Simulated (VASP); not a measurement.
# Bi (R-3m) in VASP: settings compared

One crystal, Bi, is run at these levels: LDA, PBE, PBEsol, r2SCAN, TB-mBJ; tasks: band structure.

Everything below comes from runs of VASP 6.6.1. Logs are shortened: lines on timing, memory, paths and dates and some standing lists are left out, and cuts for length are marked.

## 1. Starting point

It takes space group R-3m (No. 166, trigonal). The conventional cell has a = 4.535 Å, b = 4.535 Å, c = 11.814 Å, α = 90.00°, β = 90.00°, γ = 120.00°. Around Bi (site symmetry 3m) lie 6 Bi at 3.06 to 3.52 Å.

## 2. Band structure, LDA

Input file INCAR:

```
PREC     = Accurate       # precision mode
ENCUT    = 520            # plane-wave cutoff, eV
EDIFF    = 1E-6           # SCF threshold, eV
ISMEAR   = 0              # smearing method
SIGMA    = 0.02           # smearing width, eV
LREAL    = False          # projectors in reciprocal space
LASPH    = True           # aspherical terms in the spheres
NELM     = 80             # most SCF steps
ALGO     = Normal         # electronic algorithm
ISIF     = 2              # what is computed and relaxed
LWAVE    = False          # write WAVECAR
LCHARG   = False          # write CHGCAR
GGA      = CA             # functional
```

Input file KPOINTS:

```
regular mesh
0
Gamma
  8 8 8
```

Input file POSCAR:

```
Bi
1.0
    2.2675000000      1.3091417354      3.9380000000
   -2.2675000000      1.3091417354      3.9380000000
    0.0000000000     -2.6182834708      3.9380000000
Bi
2
Direct
    0.7660000000      0.7660000000      0.7660000000
    0.2340000000      0.2340000000      0.2340000000
```

Input file KPOINTS_OPT:

```
path GLB1,BZGX,QFP1Z,LP
10
line-mode
reciprocal
 0.0000000000  0.0000000000  0.0000000000  G
 0.5000000000  0.0000000000  0.0000000000  L

 0.5000000000  0.0000000000  0.0000000000  L
 0.5000000000  0.2403434496 -0.2403434496  B1

 0.7596565504  0.5000000000  0.2403434496  B
 0.5000000000  0.5000000000  0.5000000000  Z

 0.5000000000  0.5000000000  0.5000000000  Z
 0.0000000000  0.0000000000  0.0000000000  G

 0.0000000000  0.0000000000  0.0000000000  G
 0.3701717248  0.0000000000 -0.3701717248  X

 0.6298282752  0.3701717248  0.0000000000  Q
 0.5000000000  0.5000000000  0.0000000000  F

 0.5000000000  0.5000000000  0.0000000000  F
 0.6298282752  0.6298282752  0.2403434496  P1

 0.6298282752  0.6298282752  0.2403434496  P1
 0.5000000000  0.5000000000  0.5000000000  Z

 0.5000000000  0.0000000000  0.0000000000  L
 0.7596565504  0.3701717248  0.3701717248  P
```

Potentials or basis: VASP PAW LDA potentials, release 64 (Bi_d).

Started as:

```
> cat potpaw_LDA.64/Bi_d/POTCAR > POTCAR
> mpirun -np 1 vasp_std > vasp.out
```

OUTCAR:

```text
PREC = Accurate
   ENCUT = 520
   EDIFF = 1E-6
   ISMEAR = 0
   LREAL = False
   LASPH = True
   NELM = 80
   ISIF = 2
   GGA = CA

 ion  position               nearest neighbor table
   1  0.766  0.766  0.766-   2 3.06   2 3.06   2 3.06   2 3.52   2 3.52   2 3.52
   2  0.234  0.234  0.234-   1 3.06   1 3.06   1 3.06   1 3.52   1 3.52   1 3.52

  LATTYP: Found a trigonal (rhomboedric) cell.
 ALAT       =     4.7289800521
 COS(alpha) =     0.5401781303

  Lattice vectors:

 A1 = (   2.2675000000,   1.3091417354,   3.9380000000)
 A2 = (  -2.2675000000,   1.3091417354,   3.9380000000)
 A3 = (   0.0000000000,  -2.6182834708,   3.9380000000)

Analysis of symmetry for initial positions (statically):
=====================================================================
 Subroutine PRICEL returns:
 Original cell was already a primitive cell.

 Routine SETGRP: Setting up the symmetry group for a
 trigonal (rhombohedral) supercell.

 Subroutine GETGRP returns: Found 12 space group operations
 (whereof 12 operations were pure point group operations)
 out of a pool of 12 trial point group operations.

The static configuration has the point symmetry D_3d.

Analysis of symmetry for dynamics (positions and initial velocities):
=====================================================================
 Subroutine PRICEL returns:
 Original cell was already a primitive cell.

 Routine SETGRP: Setting up the symmetry group for a
 trigonal (rhombohedral) supercell.

 Subroutine GETGRP returns: Found 12 space group operations
 (whereof 12 operations were pure point group operations)
 out of a pool of 12 trial point group operations.

The dynamic configuration has the point symmetry D_3d.

 Subroutine INISYM returns: Found 12 space group operations
 (whereof 12 operations are pure point group operations),
 and found     1 'primitive' translations

----------------------------------------------------------------------------------------

                                     Primitive cell

  volume of cell :      70.1392

  direct lattice vectors                    reciprocal lattice vectors
     2.267500000  1.309141735  3.938000000     0.220507166  0.127309872  0.084645336
    -2.267500000  1.309141735  3.938000000    -0.220507166  0.127309872  0.084645336
     0.000000000 -2.618283471  3.938000000     0.000000000 -0.254619744  0.084645336

  length of vectors
     4.728980052  4.728980052  4.728980052     0.268320791  0.268320791  0.268320791

  position of ions in fractional coordinates (direct lattice)
     0.766000000  0.766000000  0.766000000
     0.234000000  0.234000000  0.234000000

  ion indices of the primitive-cell ions
   primitive index   ion index
                 1           1
                 2           2

----------------------------------------------------------------------------------------

 KPOINTS: regular mesh

Automatic generation of k-mesh.
 Grid dimensions read from file:
 generate k-points for:    8    8    8

 Generating k-lattice:

  Cartesian coordinates                     Fractional coordinates (reciprocal lattice)
     0.027563396  0.015913734  0.010580667     0.125000000 -0.000000000 -0.000000000
    -0.027563396  0.015913734  0.010580667    -0.000000000  0.125000000 -0.000000000
     0.000000000 -0.031827468  0.010580667    -0.000000000 -0.000000000  0.125000000

  Length of vectors
     0.033540099  0.033540099  0.033540099

  Shift w.r.t. Gamma in fractional coordinates (k-lattice)
     0.000000000  0.000000000  0.000000000

 Subroutine IBZKPT returns following result:
 ===========================================

 Found     65 irreducible k-points:

 Following reciprocal coordinates:
            Coordinates               Weight
  0.000000  0.000000  0.000000      1.000000
  0.125000  0.000000  0.000000      6.000000
  0.250000  0.000000  0.000000      6.000000
  0.375000  0.000000 -0.000000      6.000000
  0.500000  0.000000  0.000000      3.000000
  0.125000  0.125000  0.000000      6.000000
[... 16 lines left out ...]
  0.250000  0.125000  0.125000      6.000000
  0.375000  0.125000  0.125000      6.000000
 [... further k-points ...]
   k-points           NKPTS =     65   k-points in BZ     NKDIM =     65   number of bands    NBANDS=     19
   number of dos      NEDOS =    301   number of ions     NIONS =      2
   total plane-waves  NPLWV =  46656
   dimension x,y,z NGX =    36 NGY =   36 NGZ =   36
   dimension x,y,z NGXF=    72 NGYF=   72 NGZF=   72
   ions per type =               2
   NGX,Y,Z   is equivalent  to a cutoff of  12.66, 12.66, 12.66 a.u.
   NGXF,Y,Z  is equivalent  to a cutoff of  25.31, 25.31, 25.31 a.u.
 SYSTEM =  unknown system
   PREC   = accura    normal or accurate (medium, high low for compatibility)
   ISTART =      0    job   : 0-new  1-cont  2-samecut
   ICHARG =      2    charge: 1-file 2-atom 10-const
   ISPIN  =      1    spin polarized calculation?
   LNONCOLLINEAR =      F non collinear calculations
   LSORBIT =      F    spin-orbit coupling
   LASPH  =      T    aspherical Exc in radial PAW
   ENCUT  =  520.0 eV  38.22 Ry    6.18 a.u.   8.79  8.79  8.79*2*pi/ulx,y,z
   NELM   =     80;   NELMIN=  2; NELMDL= -5     # of ELM steps
   EDIFF  = 0.1E-05   stopping-criterion for ELM
   LREAL  =      F    real-space projection
   EDIFFG = 0.1E-04   stopping-criterion for IOM
   NSW    =      0    number of steps for IOM
   IBRION =     -1    ionic relax: 0-MD 1-quasi-New 2-CG
   NFREE  =      0    steps in history (QN), initial steepest desc. (CG)
   ISIF   =      2    stress and relaxation
   ISYM   =      2    0-nonsym 1-usesym 2-fastsym
   POTIM  = 0.5000    time-step for ionic-motion
   TEBEG  =    0.0;   TEEND  =   0.0 temperature during run
   PSTRESS=    0.0 pullay stress
   NELECT =      30.0000    total number of electrons
   NUPDOWN=      -1.0000    fix difference up-down
   EMIN   =  10.00;   EMAX   =-10.00  energy-range for DOS
   EFERMI =   0.00;   METHOD = LEGACY
   ISMEAR =     0;   SIGMA  =   0.02  broadening in eV -4-tet -1-fermi 0-gaus
   EFERMI_NEDOS =   21; number of points for ismear=-14 and -15
   IALGO  =     38    algorithm
   IMIX   =      4    mixing-type and parameters
     AMIX     =   0.40;   BMIX     =  1.00
     AMIX_MAG =   1.60;   BMIX_MAG =  1.00
  volume/ion in A,a.u.               =      35.07       236.66
  Fermi-wavevector in a.u.,A,eV,Ry     =   1.233469  2.330919 20.700530  1.521446
  Thomas-Fermi vector in A             =   2.368198
   LORBIT       =      0    0 simple, 1 ext, 2 COOP (PROOUT), +10 PAW based schemes
   GGA     = CA    functional components
   LHFCALC =     F    Hartree Fock is set to
   AEXX    =    0.0000 exact exchange contribution
   IVDW    =     0    specifies the selected vdW correction
   LEPSILON=     F    determine dielectric tensor
   LRPA    =     F    only Hartree local field effects (RPA)
 non-spin polarized calculation
 Gauss-broadening in eV      SIGMA  =   0.02
  energy-cutoff  :      520.00
  volume of cell :       70.14
 maximum number of plane-waves:      1934
   NGX = 17   NGY = 17   NGZ = 17

 number of electron      30.0000003 magnetization

 Free energy of the ion-electron system (eV)
  ---------------------------------------------------
  ext. energy  EPLUGINS =         0.00000000
  ---------------------------------------------------
  free energy    TOTEN  =        -9.11821847 eV

  energy without entropy =       -9.11801349  energy(sigma->0) =       -9.11811598

 E-fermi :   6.0563     XC(G=0):  -9.8137

 val. band max:        6.0498206477   @ k =  -0.3750   0.5000   0.3750
 cond. band min:       6.2968414982   @ k =   0.3750   0.1250   0.1250
 fundamental gap:      0.2470208505
 Fermi energy:         6.0562971366

 k-point     1 :       0.0000    0.0000    0.0000
  band No.  band energies     occupation
      1     -16.7626      2.00000
      2     -16.7626      2.00000
      3     -16.6060      2.00000
      4     -16.6060      2.00000
      5     -16.5894      2.00000
      6     -16.4174      2.00000
[... 11 lines left out ...]
     18       9.0672      0.00000
     19      11.7905      0.00000

 k-point     2 :       0.1250    0.0000    0.0000
  band No.  band energies     occupation
      1     -16.7511      2.00000
      2     -16.7478      2.00000
      3     -16.6009      2.00000
      4     -16.5970      2.00000
      5     -16.5816      2.00000
      6     -16.4248      2.00000
[... 11 lines left out ...]
     18       8.7241      0.00000
     19      11.2331      0.00000

 k-point     3 :       0.2500    0.0000    0.0000
  band No.  band energies     occupation
      1     -16.7203      2.00000
      2     -16.7059      2.00000
      3     -16.5888      2.00000
      4     -16.5724      2.00000
      5     -16.5581      2.00000
      6     -16.4498      2.00000
[... 11 lines left out ...]
     18       8.0033      0.00000
     19      11.3729      0.00000

 k-point     4 :       0.3750    0.0000   -0.0000
  band No.  band energies     occupation
      1     -16.6824      2.00000
      2     -16.6444      2.00000
      3     -16.5760      2.00000
      4     -16.5382      2.00000
      5     -16.5260      2.00000
      6     -16.4890      2.00000
[... 11 lines left out ...]
     18       7.3764      0.00000
     19      12.4088      0.00000

 k-point     5 :       0.5000    0.0000    0.0000
  band No.  band energies     occupation
      1     -16.6630      2.00000
      2     -16.5919      2.00000
      3     -16.5692      2.00000
      4     -16.5485      2.00000
      5     -16.5092      2.00000
      6     -16.4937      2.00000
[... 11 lines left out ...]
     18       7.1293      0.00000
     19      13.6267      0.00000
[... 334 lines left out ...]
      2     -16.6146      2.00000
      3     -16.6105      2.00000
      4     -16.5071      2.00000
      5     -16.5001      2.00000
      6     -16.4932      2.00000
[... 11 lines left out ...]
     18      11.5390      0.00000
     19      12.8791      0.00000

 k-point    22 :       0.1250    0.1250    0.1250
  band No.  band energies     occupation
      1     -16.7516      2.00000
      2     -16.7516      2.00000
      3     -16.6012      2.00000
      4     -16.6012      2.00000
      5     -16.5847      2.00000
      6     -16.4216      2.00000
[... 11 lines left out ...]
     18       8.6820      0.00000
     19      11.1941      0.00000

 k-point    23 :       0.2500    0.1250    0.1250
  band No.  band energies     occupation
      1     -16.7432      2.00000
      2     -16.7231      2.00000
      3     -16.5929      2.00000
      4     -16.5910      2.00000
      5     -16.5748      2.00000
      6     -16.4306      2.00000
[... 11 lines left out ...]
     18       9.3513      0.00000
     19      11.2514      0.00000

 k-point    24 :       0.3750    0.1250    0.1250
  band No.  band energies     occupation
      1     -16.7082      2.00000
      2     -16.6864      2.00000
      3     -16.5753      2.00000
      4     -16.5700      2.00000
      5     -16.5554      2.00000
      6     -16.4510      2.00000
[... 11 lines left out ...]
     18       9.2910      0.00000
     19      11.5306      0.00000

 [... further k-points ...]

------------------------ aborting loop because EDIFF is reached ----------------------------------------

  FORCE on cell =-STRESS in cart. coord.  units (eV):
  Direction    XX          YY          ZZ          XY          YZ          ZX
  --------------------------------------------------------------------------------------
  -------------------------------------------------------------------------------------
  Total       -0.6328210     -0.6328210     -0.6214779      0.0000000     -0.0000000      0.0000000
  in kB      -14.4554149    -14.4554149    -14.1963062      0.0000000     -0.0000000      0.0000000
  external PRESSURE =     -14.3690453 kB  Pullay stress =       0.0000000 kB

 VOLUME and BASIS-vectors are now :
 -----------------------------------------------------------------------------
  energy-cutoff  :      520.00
  volume of cell :       70.14
      direct lattice vectors                 reciprocal lattice vectors
     2.267500000  1.309141735  3.938000000     0.220507166  0.127309872  0.084645336
    -2.267500000  1.309141735  3.938000000    -0.220507166  0.127309872  0.084645336
     0.000000000 -2.618283471  3.938000000     0.000000000 -0.254619744  0.084645336

 POSITION                                       TOTAL-FORCE (eV/Angst)
 -----------------------------------------------------------------------------------
      0.00000      0.00000      9.04952         0.000000      0.000000     -0.049282
      0.00000      0.00000      2.76448         0.000000      0.000000      0.049282
 -----------------------------------------------------------------------------------
    total drift:                               -0.000000      0.000000     -0.000000

  FREE ENERGIE OF THE ION-ELECTRON SYSTEM (eV)
  ---------------------------------------------------
  free  energy   TOTEN  =        -9.1182184681 eV

  energy  without entropy=       -9.1180134929  energy(sigma->0) =       -9.11811598
```

Run time: 78 s. Hardware: 1 thread of Intel Xeon Platinum 8559C (Emerald Rapids), shared host; peak memory 0.26 GiB.

Results:

```yaml
Free_energy: -9.1182 eV
Pressure: -1.4 GPa
Largest_force: 0.049 eV/Å
Band_gap_along_the_path: none (metal or under the smearing width)
```

Forces in eV/Å, atoms in the order of the input:
```
Bi   0.000  0.000 -0.049
Bi   0.000  0.000  0.049
```

Levels at the corners of the path, in eV from the Fermi level:
```tsv
point	band 13	band 14	band 15	band 16	band 17	band 18
Γ	-1.42	-1.16	-1.16	2.55	3.01	3.01
L	-1.26	-1.12	-0.21	-0.20	0.58	1.07
L	-1.26	-1.12	-0.21	-0.20	0.58	1.07
B1	-4.04	-3.95	-0.35	0.83	5.05	5.06
B	-4.04	-3.95	-0.35	0.83	5.05	5.06
Z	-0.89	-0.55	-0.55	0.73	0.73	0.81
Z	-0.89	-0.55	-0.55	0.73	0.73	0.81
Γ	-1.42	-1.16	-1.16	2.55	3.01	3.01
Γ	-1.42	-1.16	-1.16	2.55	3.01	3.01
X	-4.33	-2.44	-2.41	3.04	3.14	4.80
Q	-4.33	-2.44	-2.41	3.04	3.14	4.80
F	-4.65	-2.97	-2.86	2.43	4.99	5.48
F	-4.65	-2.97	-2.86	2.43	4.99	5.48
P1	-4.40	-2.41	-2.33	2.82	3.56	4.69
P1	-4.40	-2.41	-2.33	2.82	3.56	4.69
Z	-0.89	-0.55	-0.55	0.73	0.73	0.81
L	-1.26	-1.12	-0.21	-0.20	0.58	1.07
P	-4.40	-2.41	-2.33	2.82	3.56	4.69
```

Caveat: spin-orbit coupling is left out, which moves the levels of the heavy elements.

## 3. Band structure, PBE

INCAR, as its differences from that of step 2:

```diff
@@ -12,2 +12,2 @@
 LCHARG   = False          # write CHGCAR
-GGA      = CA             # functional
+GGA      = PE             # functional
```

KPOINTS is that of step 2.

POSCAR is that of step 2.

KPOINTS_OPT is that of step 2.

Potentials or basis: VASP PAW PBE potentials, release 64 (Bi_d).

Started as:

```
> cat potpaw_PBE.64/Bi_d/POTCAR > POTCAR
> mpirun -np 1 vasp_std > vasp.out
```

Wall time 87 s (1 thread of Intel Xeon Platinum 8559C (Emerald Rapids), shared host); peak memory 0.27 GiB.

The run converged. Its results:

| Item | Value |
| --- | --- |
| Free energy | -7.7598 eV |
| Pressure | 2.1 GPa |
| Largest force | 0.187 eV/Å |
| Band gap along the path | none (metal or under the smearing width) |

Forces on the atoms (eV/Å):
```
Bi   0.000  0.000 -0.187
Bi   0.000  0.000  0.187
```

Levels at the corners of the path, in eV from the Fermi level:
| point | band 11 | band 12 | band 13 | band 14 | band 15 | band 16 | band 17 | band 18 | band 19 |
| --- | --- | --- | --- | --- | --- | --- | --- | --- | --- |
| Γ | -13.07 | -7.39 | -1.42 | -1.17 | -1.17 | 2.56 | 3.03 | 3.03 | 5.71 |
| L | -11.13 | -10.48 | -1.27 | -1.14 | -0.20 | -0.20 | 0.59 | 1.08 | 7.58 |
| L | -11.13 | -10.48 | -1.27 | -1.14 | -0.20 | -0.20 | 0.59 | 1.08 | 7.58 |
| B1 | -10.79 | -10.16 | -4.05 | -3.96 | -0.36 | 0.84 | 5.05 | 5.07 | 6.16 |
| B | -10.79 | -10.16 | -4.05 | -3.96 | -0.36 | 0.84 | 5.05 | 5.07 | 6.16 |
| Z | -11.83 | -9.86 | -0.88 | -0.56 | -0.56 | 0.74 | 0.74 | 0.81 | 7.07 |
| Z | -11.83 | -9.86 | -0.88 | -0.56 | -0.56 | 0.74 | 0.74 | 0.81 | 7.07 |
| Γ | -13.07 | -7.39 | -1.42 | -1.17 | -1.17 | 2.56 | 3.03 | 3.03 | 5.71 |
| Γ | -13.07 | -7.39 | -1.42 | -1.17 | -1.17 | 2.56 | 3.03 | 3.03 | 5.71 |
| X | -10.79 | -10.19 | -4.34 | -2.45 | -2.42 | 3.05 | 3.15 | 4.78 | 5.99 |
| Q | -10.79 | -10.19 | -4.34 | -2.45 | -2.42 | 3.05 | 3.15 | 4.78 | 5.99 |
| F | -11.22 | -9.40 | -4.66 | -2.98 | -2.87 | 2.41 | 5.02 | 5.51 | 6.87 |
| F | -11.22 | -9.40 | -4.66 | -2.98 | -2.87 | 2.41 | 5.02 | 5.51 | 6.87 |
| P1 | -11.09 | -9.87 | -4.41 | -2.42 | -2.34 | 2.82 | 3.58 | 4.68 | 6.06 |
| P1 | -11.09 | -9.87 | -4.41 | -2.42 | -2.34 | 2.82 | 3.58 | 4.68 | 6.06 |
| Z | -11.83 | -9.86 | -0.88 | -0.56 | -0.56 | 0.74 | 0.74 | 0.81 | 7.07 |
| L | -11.13 | -10.48 | -1.27 | -1.14 | -0.20 | -0.20 | 0.59 | 1.08 | 7.58 |
| P | -11.09 | -9.87 | -4.41 | -2.42 | -2.34 | 2.82 | 3.58 | 4.68 | 6.06 |

Caveat: spin-orbit coupling is left out, which moves the levels of the heavy elements.

(Part 1 of 2 ends here.)
